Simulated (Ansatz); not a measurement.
# AlN: the cost of one run

Method: DFT PBEsol, scalar-relativistic, plane waves, PAW, in Ansatz 0.2.0.

2 further runs of the same task are left out: 2 set aside as unsound or not needed.

## 1. The starting structure

It takes space group Fm-3m (No. 225, cubic). The conventional cell has a = 4.045 Å, b = 4.045 Å, c = 4.045 Å, α = 90.00°, β = 90.00°, γ = 90.00°. Al (site symmetry m-3m) has 6 N at 2.02 Å as nearest neighbours. Around N (site symmetry m-3m) lie 6 Al at 2.02 Å.

Structure file:

```
CELL_PARAMETERS angstrom
0.00000 2.02227 2.02227
2.02227 0.00000 2.02227
2.02227 2.02227 0.00000
ATOMIC_POSITIONS crystal
Al 0.50000 0.50000 0.50000
N 0.00000 0.00000 0.00000
```

It goes back to an entry of the Materials Project, which need not be the stable form.

This cell was relaxed beforehand with the same method: volume 8.27 Å³/atom, gap on the mesh 4.55 eV.

## 2. Plan of the scan

The energy is mapped over two homogeneous strains (x along [1 0 0], y along [0 1 0], z along [0 0 1] of the conventional cell).

The axes are (1) engineering shear strain xz: 9 values from −8 to 8 %; (2) engineering shear strain yz: 9 values from −8 to 8 %.

Nothing else is relaxed (symmetry fixes all fractional coordinates). Energies count from the relaxed crystal. Points are written as (first, second).

## 3. Point (−4 %, −4 %)

Contents of input.yaml:

```yaml
crystal:
  lattice:
    - [-0.0404454407, 1.9818265923, 1.9818265923]
    - [1.9818265923, -0.0404454407, 1.9818265923]
    - [2.022272033, 2.022272033, -0.0808908813]
  atoms:
    - { symbol: Al, position: [0.5, 0.5, 0.5] }
    - { symbol: "N", position: [0.0, 0.0, 0.0] }
basis:
  ecutwfc: 520.0
kpoints:
  mp_grid: { grid: [10, 10, 10] }
hamiltonian:
  xc: pbesol
  pseudopotentials: { kind: paw, azcp: { folder: soft_1 } }
scf:
  occupations: { method: gaussian, width: 0.05 }
output:
  forces: true
  stress: true
  eigenvalues: true
```

On the command line:

```bash
$ ansatz run input.yaml --threads 1 --pin off --max-ram 2048MiB --backend cpu --events-out ev --progress --plain --runs-dir out
```

Q: Estimate wall time and peak memory on 1 thread of Intel Xeon Platinum 8259CL at 2.50GHz (Skylake/Cascade Lake), shared host.

About 3.3 s, with a peak of 0.36 GiB.
